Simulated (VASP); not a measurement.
# TaN (P-62m) in VASP: equation of state

How stiff is TaN in PBEsol, and what volume does it want? The cell is scaled to several volumes.

Program: VASP 6.6.1. These are calculated values, not measurements. Logs are shortened: lines on timing, memory, paths and dates and some standing lists are left out, and cuts for length are marked.

## (1) The crystal as given

The structure is hexagonal, space group P-62m (No. 189). The conventional cell has a = 5.196 Å, b = 5.196 Å, c = 2.911 Å, α = 90.00°, β = 90.00°, γ = 120.00°. Ta (site symmetry -62m) has 3 N at 2.04 Å as nearest neighbours. Ta (site symmetry -6) has 6 N at 2.16 Å as nearest neighbours. Around N (site symmetry m2m) lie 5 Ta at 2.04 to 2.16 Å.

## (2) Equation of state, PBEsol, 10.66 Å³/atom (volume scaled by 0.94)

Input file INCAR:

```
SYSTEM = TaN
PREC = Accurate
ENCUT = 520
EDIFF = 1E-7
ISMEAR = -1
SIGMA = 0.05
LREAL = .FALSE.
LASPH = .TRUE.
NELM = 100
ALGO = Normal
ISIF = 2
LWAVE = .FALSE.
LCHARG = .FALSE.
GGA = PS
NBANDS = 33
KPAR = 2
```

Input file KPOINTS:

```
Automatic mesh
0
G
  6 6 9
  0 0 0
```

Input file POSCAR:

```
TaN
1.0
    5.0899294209      0.0000000000      0.0000000000
   -2.5449647104      4.4080081820      0.0000000000
    0.0000000000      0.0000000000      2.8515751625
Ta N
3 3
Direct
    0.0000000000      0.0000000000      0.0000000000
    0.6666666667      0.3333333333      0.5000000000
    0.3333333333      0.6666666667      0.5000000000
    0.0000000000      0.3928500000      0.0000000000
    0.6071500000      0.6071500000      0.0000000000
    0.3928500000      0.0000000000      0.0000000000
```

Potentials or basis: VASP PAW PBE potentials, release 64 (Ta_pv, N).

The run is started by

```console
cat potpaw_PBE.64/Ta_pv/POTCAR potpaw_PBE.64/N/POTCAR > POTCAR
mpirun -np 2 vasp_std > vasp.out
```

OUTCAR:

```text
SYSTEM = TaN
   PREC = Accurate
   ENCUT = 520
   EDIFF = 1E-7
   ISMEAR = -1
   LREAL = .FALSE.
   LASPH = .TRUE.
   NELM = 100
   ISIF = 2
   GGA = PS

 Found     35 irreducible k-points:

 Following reciprocal coordinates:
            Coordinates               Weight
  0.000000  0.000000  0.000000      1.000000
  0.166667  0.000000  0.000000      6.000000
  0.333333  0.000000  0.000000      6.000000
  0.500000  0.000000  0.000000      3.000000
  0.166667  0.166667  0.000000      6.000000
  0.333333  0.166667  0.000000     12.000000
   k-points           NKPTS =     35   k-points in BZ     NKDIM =     35   number of bands    NBANDS=     33
   number of dos      NEDOS =    301   number of ions     NIONS =      6
   total plane-waves  NPLWV =  38400
   dimension x,y,z NGX =    40 NGY =   40 NGZ =   24
   dimension x,y,z NGXF=    80 NGYF=   80 NGZF=   48
   ions per type =               3   3
   NGX,Y,Z   is equivalent  to a cutoff of  13.06, 13.06, 13.99 a.u.
   NGXF,Y,Z  is equivalent  to a cutoff of  26.13, 26.13, 27.98 a.u.
 SYSTEM =  TaN
   PREC   = accura    normal or accurate (medium, high low for compatibility)
   ISTART =      0    job   : 0-new  1-cont  2-samecut
   ICHARG =      2    charge: 1-file 2-atom 10-const
   ISPIN  =      1    spin polarized calculation?
   LNONCOLLINEAR =      F non collinear calculations
   LSORBIT =      F    spin-orbit coupling
   LASPH  =      T    aspherical Exc in radial PAW
   ENCUT  =  520.0 eV  38.22 Ry    6.18 a.u.   9.46  9.46  5.30*2*pi/ulx,y,z
   NELM   =    100;   NELMIN=  2; NELMDL= -5     # of ELM steps
   EDIFF  = 0.1E-06   stopping-criterion for ELM
   LREAL  =      F    real-space projection
   EDIFFG = 0.1E-05   stopping-criterion for IOM
   NSW    =      0    number of steps for IOM
   IBRION =     -1    ionic relax: 0-MD 1-quasi-New 2-CG
   NFREE  =      0    steps in history (QN), initial steepest desc. (CG)
   ISIF   =      2    stress and relaxation
   ISYM   =      2    0-nonsym 1-usesym 2-fastsym
   POTIM  = 0.5000    time-step for ionic-motion
   TEBEG  =    0.0;   TEEND  =   0.0 temperature during run
   PSTRESS=    0.0 pullay stress
   NELECT =      48.0000    total number of electrons
   NUPDOWN=      -1.0000    fix difference up-down
   EMIN   =  10.00;   EMAX   =-10.00  energy-range for DOS
   EFERMI =   0.00;   METHOD = LEGACY
   ISMEAR =    -1;   SIGMA  =   0.05  broadening in eV -4-tet -1-fermi 0-gaus
   EFERMI_NEDOS =   21; number of points for ismear=-14 and -15
   IALGO  =     38    algorithm
   IMIX   =      4    mixing-type and parameters
     AMIX     =   0.40;   BMIX     =  1.00
     AMIX_MAG =   1.60;   BMIX_MAG =  1.00
  volume/ion in A,a.u.               =      10.66        71.96
  Fermi-wavevector in a.u.,A,eV,Ry     =   1.487564  2.811088 30.107596  2.212846
  Thomas-Fermi vector in A             =   2.600709
   LORBIT       =      0    0 simple, 1 ext, 2 COOP (PROOUT), +10 PAW based schemes
   GGA     = PS    functional components
   LHFCALC =     F    Hartree Fock is set to
   AEXX    =    0.0000 exact exchange contribution
   IVDW    =     0    specifies the selected vdW correction
   LEPSILON=     F    determine dielectric tensor
   LRPA    =     F    only Hartree local field effects (RPA)
 non-spin polarized calculation
  energy-cutoff  :      520.00
  volume of cell :       63.98
 maximum number of plane-waves:      1763
 NGX is ok and might be reduce to    40
   NGX = 19   NGY = 19   NGZ = 11

 number of electron      47.9999998 magnetization

 Free energy of the ion-electron system (eV)
  ---------------------------------------------------
  ext. energy  EPLUGINS =         0.00000000
  ---------------------------------------------------
  free energy    TOTEN  =       -71.23237287 eV

  energy without entropy =      -71.22595161  energy(sigma->0) =      -71.22916224

 E-fermi :   8.8544     XC(G=0): -13.4955

 val. band max:        8.8461132984   @ k =   0.1667   0.0000   0.3333
 cond. band min:       8.8673883388   @ k =   0.1667   0.0000   0.2222
 fundamental gap:      0.0212750404
 Fermi energy:         8.8544174918

 k-point     1 :       0.0000    0.0000    0.0000
  band No.  band energies     occupation
      1     -27.3258      2.00000
      2     -27.3258      2.00000
      3     -26.9115      2.00000
      4     -26.9115      2.00000
      5     -26.6723      2.00000
      6     -26.5326      2.00000
[... 25 lines left out ...]
     32      12.3258      0.00000
     33      12.3258      0.00000

 k-point     2 :       0.1667    0.0000    0.0000
  band No.  band energies     occupation
      1     -27.3584      2.00000
      2     -27.3207      2.00000
      3     -26.8722      2.00000
      4     -26.8662      2.00000
      5     -26.6634      2.00000
      6     -26.5406      2.00000
[... 25 lines left out ...]
     32      12.3158      0.00000
     33      12.5503      0.00000

 k-point     3 :       0.3333    0.0000    0.0000
  band No.  band energies     occupation
      1     -27.4115      2.00000
      2     -27.2652      2.00000
      3     -26.8822      2.00000
      4     -26.7834      2.00000
      5     -26.6409      2.00000
      6     -26.5615      2.00000
[... 25 lines left out ...]
     32      13.0476      0.00000
     33      13.1064      0.00000

 k-point     4 :       0.5000    0.0000    0.0000
  band No.  band energies     occupation
      1     -27.4342      2.00000
      2     -27.1901      2.00000
      3     -26.9697      2.00000
      4     -26.7417      2.00000
      5     -26.6230      2.00000
      6     -26.5785      2.00000
[... 25 lines left out ...]
     32      12.7077      0.00000
     33      13.5112      0.00000

 k-point     5 :       0.1667    0.1667    0.0000
  band No.  band energies     occupation
      1     -27.3836      2.00000
      2     -27.3031      2.00000
      3     -26.8704      2.00000
      4     -26.7996      2.00000
      5     -26.6475      2.00000
      6     -26.5553      2.00000
[... 25 lines left out ...]
     32      12.8321      0.00000
     33      13.0985      0.00000

 k-point     6 :       0.3333    0.1667    0.0000
  band No.  band energies     occupation
      1     -27.4035      2.00000
      2     -27.2240      2.00000
      3     -26.9844      2.00000
      4     -26.7389      2.00000
      5     -26.6234      2.00000
      6     -26.5781      2.00000
[... 25 lines left out ...]
     32      13.1413      0.00000
     33      13.1932      0.00000

 [... further k-points ...]

------------------------ aborting loop because EDIFF is reached ----------------------------------------

  FORCE on cell =-STRESS in cart. coord.  units (eV):
  Direction    XX          YY          ZZ          XY          YZ          ZX
  --------------------------------------------------------------------------------------
  -------------------------------------------------------------------------------------
  Total        8.0601016      8.0601016      7.7875280      0.0000000     -0.0000000     -0.0000000
  in kB      201.8422712    201.8422712    195.0164424      0.0000000     -0.0000000     -0.0000000
  external PRESSURE =     199.5669949 kB  Pullay stress =       0.0000000 kB

 VOLUME and BASIS-vectors are now :
 -----------------------------------------------------------------------------
  energy-cutoff  :      520.00
  volume of cell :       63.98
      direct lattice vectors                 reciprocal lattice vectors
     5.089929421  0.000000000  0.000000000     0.196466378  0.113429916  0.000000000
    -2.544964710  4.408008182  0.000000000     0.000000000  0.226859833  0.000000000
     0.000000000  0.000000000  2.851575163     0.000000000  0.000000000  0.350683374

 POSITION                                       TOTAL-FORCE (eV/Angst)
 -----------------------------------------------------------------------------------
      0.00000      0.00000      0.00000        -0.000000      0.000000     -0.000000
      2.54496      1.46934      1.42579        -0.000000      0.000000     -0.000000
     -0.00000      2.93867      1.42579        -0.000000      0.000000     -0.000000
     -0.99979      1.73169      0.00000        -0.155606      0.269517     -0.000000
      1.54518      2.67632      0.00000        -0.155606     -0.269517      0.000000
      1.99958      0.00000      0.00000         0.311212      0.000000      0.000000
 -----------------------------------------------------------------------------------
    total drift:                               -0.000001     -0.000001      0.000000

  FREE ENERGIE OF THE ION-ELECTRON SYSTEM (eV)
  ---------------------------------------------------
  free  energy   TOTEN  =       -71.2323728716 eV

  energy  without entropy=      -71.2259516123  energy(sigma->0) =      -71.22916224
```

Run time: 37 s. Hardware: 2 MPI ranks of Intel Xeon Platinum 8259CL at 2.50GHz (Skylake/Cascade Lake), shared host; peak memory 0.21 GiB.

What came out:

```
Free energy            : -71.2324 eV
Pressure               : 20.0 GPa
Largest force          : 0.311 eV/Å
Band gap on the k mesh : none (metal or under the smearing width)
```

Caveat: the PAW data sets were made with another functional, which shifts forces and pressure a little.

## (3) Equation of state, PBEsol, 10.89 Å³/atom (volume scaled by 0.96)

INCAR is that of step 2.

KPOINTS is that of step 2.

Changes to POSCAR since step 2:

```diff
@@ -2,5 +2,5 @@
 1.0
-    5.0899294209      0.0000000000      0.0000000000
-   -2.5449647104      4.4080081820      0.0000000000
-    0.0000000000      0.0000000000      2.8515751625
+    5.1257751753      0.0000000000      0.0000000000
+   -2.5628875876      4.4390515159      0.0000000000
+    0.0000000000      0.0000000000      2.8716573394
 Ta N
```

Potentials or basis: VASP PAW PBE potentials, release 64 (Ta_pv, N).

The run is started by

```console
cat potpaw_PBE.64/Ta_pv/POTCAR potpaw_PBE.64/N/POTCAR > POTCAR
mpirun -np 2 vasp_std > vasp.out
```

Wall time 35 s (2 MPI ranks of Intel Xeon Platinum 8259CL at 2.50GHz (Skylake/Cascade Lake), shared host); peak memory 0.21 GiB.

Results (log left out):

* Free energy: -71.3665 eV
* Pressure: 11.5 GPa
* Largest force: 0.210 eV/Å
* Band gap on the k mesh: none (metal or under the smearing width)

Caveat: the PAW data sets were made with another functional, which shifts forces and pressure a little.

## (4) Equation of state, PBEsol, 11.12 Å³/atom (volume scaled by 0.98)

INCAR is that of step 3.

KPOINTS is that of step 3.

Changes to POSCAR since step 3:

```diff
@@ -2,5 +2,5 @@
 1.0
-    5.1257751753      0.0000000000      0.0000000000
-   -2.5628875876      4.4390515159      0.0000000000
-    0.0000000000      0.0000000000      2.8716573394
+    5.1611264660      0.0000000000      0.0000000000
+   -2.5805632330      4.4696666318      0.0000000000
+    0.0000000000      0.0000000000      2.8914624986
 Ta N
```

The run is started by

```console
cat potpaw_PBE.64/Ta_pv/POTCAR potpaw_PBE.64/N/POTCAR > POTCAR
mpirun -np 2 vasp_std > vasp.out
```

Wall time 35 s (2 MPI ranks of Intel Xeon Platinum 8259CL at 2.50GHz (Skylake/Cascade Lake), shared host); peak memory 0.21 GiB.

Results (log left out):

```yaml
Free_energy: -71.4325 eV
Pressure: 3.9 GPa
Largest_force: 0.115 eV/Å
Band_gap_on_the_k_mesh: none (metal or under the smearing width)
```

Caveat: the PAW data sets were made with another functional, which shifts forces and pressure a little.

## (5) Equation of state, PBEsol, 11.57 Å³/atom (volume scaled by 1.02)

INCAR is that of step 4.

KPOINTS is that of step 4.

Changes to POSCAR since step 4:

```diff
@@ -2,5 +2,5 @@
 1.0
-    5.1611264660      0.0000000000      0.0000000000
-   -2.5805632330      4.4696666318      0.0000000000
-    0.0000000000      0.0000000000      2.8914624986
+    5.2304115989      0.0000000000      0.0000000000
+   -2.6152057994      4.5296693169      0.0000000000
+    0.0000000000      0.0000000000      2.9302787075
 Ta N
```

The run is started by

```console
cat potpaw_PBE.64/Ta_pv/POTCAR potpaw_PBE.64/N/POTCAR > POTCAR
mpirun -np 2 vasp_std > vasp.out
```

It took 35 s on 2 MPI ranks of Intel Xeon Platinum 8259CL at 2.50GHz (Skylake/Cascade Lake), shared host; peak memory 0.21 GiB.

It converged, with:

```
Free energy            : -71.3866 eV
Pressure               : -9.1 GPa
Largest force          : 0.058 eV/Å
Band gap on the k mesh : none (metal or under the smearing width)
```

Caveat: the PAW data sets were made with another functional, which shifts forces and pressure a little.

## (6) Equation of state, PBEsol, 11.80 Å³/atom (volume scaled by 1.04)

INCAR is that of step 5.

KPOINTS is that of step 5.

Changes to POSCAR since step 5:

```diff
@@ -2,5 +2,5 @@
 1.0
-    5.2304115989      0.0000000000      0.0000000000
-   -2.6152057994      4.5296693169      0.0000000000
-    0.0000000000      0.0000000000      2.9302787075
+    5.2643762622      0.0000000000      0.0000000000
+   -2.6321881311      4.5590835782      0.0000000000
+    0.0000000000      0.0000000000      2.9493070245
 Ta N
```

Potentials or basis: VASP PAW PBE potentials, release 64 (Ta_pv, N).

The run is started by

```console
cat potpaw_PBE.64/Ta_pv/POTCAR potpaw_PBE.64/N/POTCAR > POTCAR
mpirun -np 2 vasp_std > vasp.out
```

It took 42 s on 2 MPI ranks of Intel Xeon Platinum 8259CL at 2.50GHz (Skylake/Cascade Lake), shared host; peak memory 0.21 GiB.

The run converged. Its results:

| Property | Result |
| --- | --- |
| Free energy | -71.2867 eV |
| Pressure | -14.6 GPa |
| Largest force | 0.137 eV/Å |
| Band gap on the k mesh | none (metal or under the smearing width) |

Caveat: the PAW data sets were made with another functional, which shifts forces and pressure a little.

## (7) Equation of state, PBEsol, 12.02 Å³/atom (volume scaled by 1.06)

INCAR is that of step 6.

KPOINTS is that of step 6.

Changes to POSCAR since step 6:

```diff
@@ -2,5 +2,5 @@
 1.0
-    5.2643762622      0.0000000000      0.0000000000
-   -2.6321881311      4.5590835782      0.0000000000
-    0.0000000000      0.0000000000      2.9493070245
+    5.2979082253      0.0000000000      0.0000000000
+   -2.6489541127      4.5881231101      0.0000000000
+    0.0000000000      0.0000000000      2.9680929261
 Ta N
```

The run is started by

```console
cat potpaw_PBE.64/Ta_pv/POTCAR potpaw_PBE.64/N/POTCAR > POTCAR
mpirun -np 2 vasp_std > vasp.out
```

Wall time 42 s (2 MPI ranks of Intel Xeon Platinum 8259CL at 2.50GHz (Skylake/Cascade Lake), shared host); peak memory 0.21 GiB.

The run converged. Its results:

| Quantity | Value |
| --- | --- |
| Free energy | -71.1422 eV |
| Pressure | -19.6 GPa |
| Largest force | 0.211 eV/Å |
| Band gap on the k mesh | none (metal or under the smearing width) |

Caveat: the PAW data sets were made with another functional, which shifts forces and pressure a little.

## (8) Equation of state, PBEsol

Potentials or basis: VASP PAW PBE potentials, release 64 (Ta_pv, N).

No new run: the results of the series are fitted here.

What came out:

```
Equilibrium volume                        : 11.25 Å³/atom
Bulk modulus at fixed shape and positions : 336 GPa
Pressure derivative of the bulk modulus   : 4.3
```

Energy against volume, from the lowest point:
```
volume (Å³/atom)  energy (meV/atom)
          10.663              34.13
          10.890              11.76
          11.117               0.77
          11.344               0.00
          11.571               8.41
          11.798              25.08
          12.024              49.16
```

Caveat: the cell was scaled at fixed shape and fractional positions, which overstates the stiffness of a crystal with free parameters, most of all of layers and chains; the PAW data sets were made with another functional, which shifts forces and pressure a little. Spin-orbit coupling is left out, which matters for the levels of Ta.
